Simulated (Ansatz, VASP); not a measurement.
## LiCl: VASP beside Ansatz

```
Li Cl
1.0
     3.84643    0.00000    0.00000
    -1.92321    3.33111    0.00000
     0.00000    0.00000    6.15563
Li Cl
2 2
Direct
  0.66667 0.33333 0.87794
  0.33333 0.66667 0.37794
  0.66667 0.33333 0.49706
  0.33333 0.66667 0.99706
```

Alike in both runs: functional PBE; dispersion D3(BJ); k mesh 9 × 9 × 4; occupations gaussian, width 0.02 eV; no spin polarisation.

Ansatz relaxed the structure, and its values are those at the end. VASP's run is a single point on that final structure, the one shown.

|  | VASP | Ansatz |
| --- | --- | --- |
| version | VASP 6.6.1 | Ansatz 0.2.0 |
| potentials or method | VASP PAW PBE potentials, release 64 (Li_sv, Cl) | scalar-relativistic, plane waves, PAW |
| plane-wave cutoff (eV) | 520 | 420 |
| valence electrons in the cell | 20 | 20 |

```tsv
	VASP	Ansatz	Ansatz less VASP
gap on the k mesh at the Fermi level (eV)	6.15	6.15	-0.005
least direct gap on the mesh (eV)	6.15	6.15	-0.005
```

Caveats: an odd mesh through Γ misses points on the zone boundary, where band edges often lie.
